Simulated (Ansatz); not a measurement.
SnTe under changes of volume

One of the cells (31.281 Å³/atom); the others are scaled copies at fixed shape and fractional positions:

```
Te Sn
1.0
     0.00000    3.15085    3.15085
     3.15085    0.00000    3.15085
     3.15085    3.15085    0.00000
Te Sn
1 1
Direct
  0.50000 0.50000 0.50000
  0.00000 0.00000 0.00000
```

* Program: Ansatz 0.2.0
* Functional: HSE06
* Potentials or basis: Ansatz PAW
* Cutoff: 420 eV (not typed: the program's choice for these potentials)
* k mesh: 4 × 4 × 4
* Occupations: fermi-dirac, width 0.05 eV
* Spin: no spin polarisation

```tsv
volume (Å³/atom)	energy over the lowest point (meV/atom)	pressure (GPa)
29.404	30.45	3.9
30.030	18.17	2.7
30.656	9.73	1.9
31.281	?	?
31.907	0.13	0.3
32.532	0.00	-0.5
33.158	3.09	-1.2
```

Q: What does the run at 31.281 Å³/atom give?

A: Energy over the lowest point 3.54 meV/atom; pressure 1.1 GPa.

Worked out: A Birch-Murnaghan fit of order 3 (a polynomial in V^(-2/3)) to the other rows has its minimum at 32.24 Å³/atom with B0 = V·E''(V) = 40 GPa (rough, since the energies scatter). It gives 3.31 meV/atom at 31.281 Å³/atom, against the run's 3.54, and -dE/dV = 1.2 GPa, against 1.1.

Energies are extrapolated to zero smearing.

Caveats: all runs use coarse meshes; the PAW data sets come from PBE, with cores solved anew for the run's functional, which leaves a small shift of forces and pressure; the thresholds are loose for stress.
